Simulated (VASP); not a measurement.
A run of VASP 6.6.1 is set up as follows.

INCAR

```
PREC = Accurate ; ENCUT = 500
EDIFF = 1E-7 ; ISMEAR = 0
SIGMA = 0.1 ; LREAL = F
LASPH = T ; NELM = 100
ALGO = Fast ; ISIF = 2
LWAVE = F ; LCHARG = T
ISPIN = 2 ; MAGMOM = 2 2 0 0
LORBIT = 11 ; LMAXMIX = 4
GGA = PE ; LELF = T
LVHAR = T
```

The input KPOINTS:

```
Automatic mesh
0
Gamma
  10 10 5
```

The input POSCAR:

```
CoO
1.0
    3.1976457435      0.0000000000      0.0000000000
   -1.5988228718      2.7692424462      0.0000000000
    0.0000000000      0.0000000000      5.2287097100
Co O
2 2
Direct
    0.3333333333      0.6666666667      0.5033624100
    0.0000000000      0.0000000000      0.0034741400
    0.3333333333      0.6666666667      0.8715556000
    0.0000000000      0.0000000000      0.3716088500
```

Potentials or basis: VASP PAW PBE potentials, release 64 (Co, O).

Run with:

```bash
$ cat potpaw_PBE.64/Co/POTCAR potpaw_PBE.64/O/POTCAR > POTCAR
$ mpirun -np 1 vasp_std > vasp.out
```

Question: What does it give for the net moment?

Answer: 5.87 μB per cell.

Question: Estimate the largest force.

Answer: 0.311 eV/Å.

Question: Predict the band gap on the k mesh.

Answer: None (metal or under the smearing width).

Stress tensor (GPa, compression positive):
```
0.41 0.00 0.00
0.00 0.41 0.00
0.00 0.00 3.74
```

Caveat: semilocal functionals often make such compounds metallic where correlation or magnetic order opens a gap, which also shifts bond lengths. With open d or f shells a metallic result of PBE can be an artefact of self-interaction; +U or a hybrid may open a gap.
